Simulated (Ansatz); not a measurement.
Input of an Ansatz 0.2.0 run:

Contents of input.yaml:

```yaml
crystal:
  lattice:
    - [3.8313174605, 0.0, 0.0]
    - [-1.9156587303, 3.3180182508, 0.0]
    - [0.0, 0.0, 6.3326220002]
  atoms:
    - { symbol: Si, position: [0.6666666667, 0.3333333333, 0.9369905] }
    - { symbol: Si, position: [0.3333333333, 0.6666666667, 0.4369905] }
    - { symbol: Si, position: [0.6666666667, 0.3333333333, 0.5630095] }
    - { symbol: Si, position: [0.3333333333, 0.6666666667, 0.0630095] }
kpoints:
  mp_grid: { grid: [8, 8, 4] }
scf:
  occupations: { method: fixed }
hamiltonian:
  xc: pbe
  pseudopotentials: { kind: all_electron, datasets: crystal }
output: {}
dielectric: {}
```

Potentials or basis: all-electron PAW datasets made for the crystal.

The run is started by

```console
$ ansatz run input.yaml --threads 2 --pin off --max-ram 6144MiB --backend cpu --events-out ev --progress --plain --runs-dir out
```

(1) What does it give for the electronic dielectric tensor (diagonal)?

(2) Estimate the Born charges (mean of the diagonal).

(3) Predict the band gap on the k mesh.

Answers

(1) 12.26, 12.26, 13.26.

(2) Si +0.00 e.

(3) 0.42 eV, indirect (least direct gap 1.03 eV).

Caveat: the gap is small at this level, which inflates the dielectric constant.
